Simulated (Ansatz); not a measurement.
# ZnAu: the change of pressure with volume per atom

Periodic Kohn-Sham DFT of a crystal at fixed atoms; pressure and stress are positive in compression; the energy is the free energy less that of spherical unpolarised free atoms; site moments are those in the method's own spheres, positive along +z. The results are calculated, by Ansatz 0.2.0.

Cell of the first row (space group Pm-3m, No. 221):
```
ZnAu
1.0
      3.0833     0.0000     0.0000
      0.0000     3.0833     0.0000
      0.0000     0.0000     3.0833
Zn Au
1 1
Direct
  0.50000 0.50000 0.50000
  0.00000 0.00000 0.00000
```

Settings of every row: method frozen-core PAW; functional PBE; relativity scalar; k mesh 13x13x13; filling fermi-dirac; smearing width 0.05 eV; wave cutoff 420 eV; paw set soft_2.

Atom start moment: 0 on all atoms.

Limits: no spin-orbit coupling on heavy atoms.

| row | volume per atom (Å³) | pressure (GPa) |
| --- | --- | --- |
| 1 | 14.656 | 15.152 |
| 2 | 15.116 | 9.577 |
| 3 | 15.583 | 4.86 |
| 4 | 16.051 | ? |
| 5 | 16.518 | -2.3 |

Question: what pressure should row 4 give?

Worked fit of pressure. Take u = (V_r/V)^(2/3) − 1 with V_r = 15.349 Å³ an atom, which is twice the finite (Eulerian) strain; such expansions in the strain, on which the Birch-Murnaghan equation of state is built, carry the rest volume and the bulk modulus. The shown rows have u = 0.03128, 0.01025, -0.01004, -0.04776. Least squares give pressure = 7.1175 + 233.164 × u + 753.98 × u² GPa; a straight line predicts inner rows, each left out in turn, worse (root mean square 0.74 against 0.019 GPa). The rows lie off it by 0.003, -0.010, 0.007, -0.001 (root mean square 0.0063 GPa). The pressure vanishes at u = -0.0343, or V = 16.17 Å³ an atom, and there the bulk modulus at fixed shape and fractions is B = −V dP/dV = (2/3)(1 + u) dP/du = 117 GPa. The withheld row has u = -0.02937, so the fit gives 7.1175 + 233.164 × (-0.02937) + 753.98 × (-0.02937)² = 0.920 GPa.

The calculation gave 0.944 GPa. The fit lies 0.024 GPa (2.5 % of the value, 0.14 % of the column's range) below it; its largest miss of a shown row is 0.010 GPa.
